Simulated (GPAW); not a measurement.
A run of GPAW 26.7.0 is set up as follows.

The input run.py:

```python
from ase.dft.bandgap import bandgap
from ase.io import read, write
from gpaw import GPAW, PW
from gpaw.response.df import DielectricFunction

atoms = read('WS2.xyz')

calc = GPAW(mode=PW(500),
            xc='PBE',
            kpts={'size': (8, 8, 2), 'gamma': True},
            occupations={'name': 'fermi-dirac', 'width': 0.001},
            setups={'W': ':d,4.0'},
            nbands=46,
            convergence={'density': 1e-06},
            maxiter=150,
            txt='gpaw.txt')
atoms.calc = calc
energy = atoms.get_potential_energy()
calc.write('gs.gpw')
write('result.traj', atoms)
print(f'Energy: {energy:.6f} eV')
print('Fermi level:', round(calc.get_fermi_level(), 4), 'eV')
print(f'Gap: {bandgap(calc)[0]:.4f} eV, direct: {bandgap(calc, direct=True)[0]:.4f} eV')

dense = calc.fixed_density(kpts={'size': (10, 10, 3), 'gamma': True},
                           nbands=80, convergence={'bands': 74, 'eigenstates': 1e-7},
                           update_fermi_level=True, txt='dense.txt')
dense.write('dense.gpw', mode='all')

df = DielectricFunction('dense.gpw', frequencies={'type': 'nonlinear', 'domega0': 0.05, 'omega2': 10},
                        eta=0.1, ecut=50, nbands=74, intraband=False, txt='df.txt')
for direction in ['x', 'z']:
    df.get_dielectric_function(xc='RPA', direction=direction, filename=f'df_{direction}.csv')
    e0, e = df.get_macroscopic_dielectric_constant(xc='RPA', direction=direction)
    print(f'{direction}: static eps {e0:.4f} without, {e:.4f} with local fields')
```

Contents of WS2.xyz:

```xyz
6
Lattice="3.1800000000 0.0000000000 0.0000000000 -1.5900000000 2.7539607840 0.0000000000 0.0000000000 0.0000000000 12.5000000000" Properties=species:S:1:pos:R:3 pbc="T T T"
W      1.5900000002      0.9179869279      9.3750000000
W     -0.0000000002      1.8359738561      3.1250000000
S      1.5900000002      0.9179869279      4.6875000000
S     -0.0000000002      1.8359738561     10.9375000000
S      1.5900000002      0.9179869279      1.5625000000
S     -0.0000000002      1.8359738561      7.8125000000
```

Potentials or basis: GPAW PAW data sets (gpaw-data 1.2.1), pw.

Run with:

```sh
$ OMP_NUM_THREADS=1 python run.py
```

(1) Predict the band gap on the k mesh.

## Answers

(1) 1.30 eV, indirect (least direct gap 2.01 eV).

Caveat: the long-wavelength limit can be off by several per cent where d states take part; response on these states lacks terms of the Hamiltonian; spectra need much finer meshes, so this one isn't converged; independent-particle spectra lack excitons; spin-orbit coupling is left out, which moves the levels of the heavy elements; an odd mesh through Γ misses points on the zone boundary, where band edges often lie.
